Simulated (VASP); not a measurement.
# Re (P6_3/mmc) in VASP: elastic constants with PBE

Aim: the elastic constants of Re with PBE.

Everything below comes from runs of VASP 6.6.1. Logs are shortened: lines on timing, memory, paths and dates and some standing lists are left out, and cuts for length are marked.

## Step 1: Starting point

The structure is hexagonal, space group P6_3/mmc (No. 194). The conventional cell has a = 2.771 Å, b = 2.771 Å, c = 4.490 Å, α = 90.00°, β = 90.00°, γ = 120.00°. Re (site symmetry -6m2) is surrounded by 12 Re at 2.76 to 2.77 Å.

## Step 2: Elastic constants, PBE

POSCAR reads:

```
Re
1.0
    2.7711871531      0.0000000000      0.0000000000
   -1.3855935766      2.3999184733      0.0000000000
    0.0000000000      0.0000000000      4.4902318042
  Re
     2
Direct
     0.3333333332999970    0.6666666667000030    0.2500000000000000
     0.6666666667000030    0.3333333332999970    0.7500000000000000
```

INCAR.step1 reads:

```
PREC = Accurate ; ENCUT = 600
EDIFF = 1E-8 ; ISMEAR = 1
SIGMA = 0.2 ; LREAL = False
LASPH = True ; NELM = 80
ALGO = Normal ; ISIF = 3
LWAVE = False ; LCHARG = False
GGA = PE ; KPAR = 2
IBRION = 2 ; NSW = 40
EDIFFG = -0.002
```

INCAR.step2 reads:

```
PREC = Accurate ; ENCUT = 600
EDIFF = 1E-8 ; ISMEAR = 1
SIGMA = 0.2 ; LREAL = False
LASPH = True ; NELM = 80
ALGO = Normal ; ISIF = 3
LWAVE = False ; LCHARG = False
GGA = PE ; KPAR = 2
IBRION = 6 ; NFREE = 2
POTIM = 0.015 ; NSW = 1
```

KPOINTS reads:

```
Automatic mesh
0
Gamma
  30 30 15
```

Potentials or basis: VASP PAW PBE potentials, release 64 (Re).

Launch:

```bash
> cat potpaw_PBE.64/Re/POTCAR > POTCAR
> cp INCAR.step1 INCAR
> mpirun -np 2 vasp_std > vasp.out
> cp CONTCAR POSCAR
> cp INCAR.step2 INCAR
> mpirun -np 2 vasp_std > vasp.out
```

OUTCAR:

```text
PREC = Accurate
   ENCUT = 600
   EDIFF = 1E-8
   ISMEAR = 1
   LREAL = False
   LASPH = True
   NELM = 80
   ISIF = 3
   GGA = PE
   IBRION = 6
   NFREE = 2
   POTIM = 0.015
   NSW = 1

 ion  position               nearest neighbor table
   1  0.333  0.667  0.250-   2 2.75   2 2.75   2 2.75   2 2.75   2 2.75   2 2.75
   2  0.667  0.333  0.750-   1 2.75   1 2.75   1 2.75   1 2.75   1 2.75   1 2.75

  LATTYP: Found a hexagonal cell.
 ALAT       =     2.7739995136
 C/A-ratio  =     1.6155609020

  Lattice vectors:

 A1 = (   2.7739995136,  -0.0000000000,   0.0000000000)
 A2 = (  -1.3869997568,   2.4023540489,   0.0000000000)
 A3 = (   0.0000000000,   0.0000000000,   4.4815651564)

Analysis of symmetry for initial positions (statically):
=====================================================================
 Subroutine PRICEL returns:
 Original cell was already a primitive cell.

 Routine SETGRP: Setting up the symmetry group for a
 hexagonal supercell.

 Subroutine GETGRP returns: Found 24 space group operations
 (whereof 12 operations were pure point group operations)
 out of a pool of 24 trial point group operations.

The static configuration has the point symmetry D_3d.
 The point group associated with its full space group is D_6h.

Analysis of symmetry for dynamics (positions and initial velocities):
=====================================================================
 Subroutine PRICEL returns:
 Original cell was already a primitive cell.

 Routine SETGRP: Setting up the symmetry group for a
 hexagonal supercell.

 Subroutine GETGRP returns: Found 24 space group operations
 (whereof 12 operations were pure point group operations)
[... 693 lines left out ...]

  FORCE on cell =-STRESS in cart. coord.  units (eV):
  Direction    XX          YY          ZZ          XY          YZ          ZX
  --------------------------------------------------------------------------------------
  -------------------------------------------------------------------------------------
  Total        0.0028524      0.0028524      0.0115384     -0.0000000      0.0000000     -0.0000000
  in kB        0.1530220      0.1530220      0.6189888     -0.0000000      0.0000000     -0.0000000
  external PRESSURE =       0.3083443 kB  Pullay stress =       0.0000000 kB
[... 17 lines left out ...]
  FREE ENERGIE OF THE ION-ELECTRON SYSTEM (eV)
  ---------------------------------------------------
  free  energy   TOTEN  =       -24.8531774950 eV

  energy  without entropy=      -24.8542264447  energy(sigma->0) =      -24.85352714

 INTERNAL STRAIN TENSORS FROM STRAINED CELLS
 ============================================

 INTERNAL STRAIN TENSOR FOR ION    1 for displacements in x,y,z  (eV/Angst):
          X           Y           Z          XY          YZ          ZX
  --------------------------------------------------------------------------------
  x     0.00000    -0.00000    -0.00000    -2.94470     0.00000     0.00000
  y    -2.92532     2.95900     0.00000    -0.00012    -0.00007    -0.00052
  z    -0.00000     0.00000     0.00000     0.00000     0.00382     0.00000

 INTERNAL STRAIN TENSORS FROM DISPLACED ATOMS
 ============================================

 INTERNAL STRAIN TENSOR FOR ION    1 for displacements in x,y,z  (eV/Angst):
          X           Y           Z          XY          YZ          ZX
  --------------------------------------------------------------------------------
  x     0.00000    -0.00000    -0.00000    -2.94792     0.00000     0.00000
  y    -2.94792     2.94792    -0.00000    -0.00000     0.00000     0.00000
  z     0.00000     0.00000     0.00000    -0.00000     0.00000     0.00000

 INTERNAL STRAIN TENSOR FOR ION    2 for displacements in x,y,z  (eV/Angst):
          X           Y           Z          XY          YZ          ZX
  --------------------------------------------------------------------------------
  x    -0.00000     0.00000     0.00000     2.94792     0.00000     0.00000
  y     2.94792    -2.94792     0.00000     0.00000     0.00000     0.00000
  z    -0.00000    -0.00000    -0.00000     0.00000    -0.00000    -0.00000

 Eigenvectors and eigenvalues of the dynamical matrix
 ----------------------------------------------------

   1 f  =    3.353481 THz    21.070543 2PiTHz  111.860087 cm-1    13.868877 meV
             X         Y         Z           dx          dy          dz
     -0.000000  1.601569  1.120391    -0.206324    0.676336   -0.000000
      1.387000  0.800785  3.361174     0.206324   -0.676336    0.000000
[... 11 lines left out ...]
   4 f  =    0.000000 THz     0.000000 2PiTHz    0.000000 cm-1     0.000000 meV
             X         Y         Z           dx          dy          dz
     -0.000000  1.601569  1.120391    -0.000000    0.000000    0.707107
      1.387000  0.800785  3.361174     0.000000    0.000000    0.707107

   5 f/i=    0.000000 THz     0.000000 2PiTHz    0.000000 cm-1     0.000000 meV
             X         Y         Z           dx          dy          dz
     -0.000000  1.601569  1.120391    -0.517977   -0.481352    0.000000
      1.387000  0.800785  3.361174    -0.517977   -0.481352    0.000000

   6 f/i=    0.000000 THz     0.000000 2PiTHz    0.000001 cm-1     0.000000 meV
             X         Y         Z           dx          dy          dz
     -0.000000  1.601569  1.120391    -0.481352    0.517977    0.000000
      1.387000  0.800785  3.361174    -0.481352    0.517977    0.000000

--------------------------------------------------------------------------------------------------------

 ELASTIC MODULI CONTR FROM IONIC RELAXATION (kBar)
 Direction    XX          YY          ZZ          XY          YZ          ZX
 --------------------------------------------------------------------------------
 XX        -108.8208    108.8208     -0.0000      0.0000     -0.0000     -0.0000
 YY         108.8208   -108.8208      0.0000      0.0000      0.0000      0.0000
 ZZ          -0.0000      0.0000     -0.0000     -0.0000     -0.0000     -0.0000
 XY           0.0000      0.0000     -0.0000   -108.8208      0.0000      0.0000
 YZ          -0.0000      0.0000     -0.0000      0.0000     -0.0000     -0.0000
 ZX          -0.0000      0.0000     -0.0000      0.0000     -0.0000     -0.0000
 --------------------------------------------------------------------------------

 TOTAL ELASTIC MODULI (kBar)
 Direction    XX          YY          ZZ          XY          YZ          ZX
 --------------------------------------------------------------------------------
 XX        6151.5739   2751.8669   2281.9131     -0.0000      0.0000     -0.0000
 YY        2751.8669   6151.5740   2281.9131     -0.0000      0.0000      0.0000
 ZZ        2281.9131   2281.9131   6687.9919     -0.0000     -0.0000     -0.0000
 XY          -0.0000     -0.0000     -0.0000   1699.8535     -0.0000      0.0000
 YZ           0.0000     -0.0000     -0.0000     -0.0000   1613.3665     -0.0000
 ZX          -0.0000     -0.0000     -0.0000      0.0000     -0.0000   1613.3664
 --------------------------------------------------------------------------------
```

OUTCAR.step1:

```text
PREC = Accurate
   ENCUT = 600
   EDIFF = 1E-8
   ISMEAR = 1
   LREAL = False
   LASPH = True
   NELM = 80
[... 776 lines left out ...]
  -------------------------------------------------------------------------------------
  Total       -0.0010970     -0.0010970      0.0027657      0.0000000     -0.0000000      0.0000000
  in kB       -0.0588513     -0.0588513      0.1483669      0.0000000     -0.0000000      0.0000000
  external PRESSURE =       0.0102215 kB  Pullay stress =       0.0000000 kB
[... 17 lines left out ...]
  FREE ENERGIE OF THE ION-ELECTRON SYSTEM (eV)
  ---------------------------------------------------
  free  energy   TOTEN  =       -24.8533471796 eV

  energy  without entropy=      -24.8543434156  energy(sigma->0) =      -24.85367926

 reached required accuracy - stopping structural energy minimisation
```

It took 45 min on 2 MPI ranks of Intel Xeon Platinum 8488C (Sapphire Rapids), shared host; peak memory 2.2 GiB.

Results:

- Voigt bulk modulus: 374 GPa
- Highest phonon frequency at Γ: 112 cm⁻¹

Step by step:
```tsv
step	energy change (eV)	largest force (eV/Å)	pressure (GPa)	volume (Å³)
1	0.0000	0.0000	0.03	29.86
2	0.0000	0.0000	-0.12	29.88
3	-0.0002	0.0000	-0.05	29.87
4	-0.0002	0.0000	-0.05	29.87
5	-0.0002	0.0000	0.17	29.85
6	-0.0002	0.0000	0.03	29.86
7	-0.0002	0.0000	0.00	29.87
```

Phonon frequencies in cm⁻¹ (negative: imaginary):
```
              q point       frequencies
(0.000, 0.000, 0.000)  0 0 0 67 112 112
```

Elastic tensor in Voigt notation (GPa, in the Cartesian axes of the cell as first typed):
```
615 275 228   0   0   0
275 615 228   0   0   0
228 228 669   0   0   0
  0   0   0 161   0   0
  0   0   0   0 161   0
  0   0   0   0   0 170
```

Clamped-ion elastic tensor (GPa):
```
626 264 228   0   0   0
264 626 228   0   0   0
228 228 669   0   0   0
  0   0   0 161   0   0
  0   0   0   0 161   0
  0   0   0   0   0 181
```

The run has no spin-orbit coupling, so splittings on Re are missing.
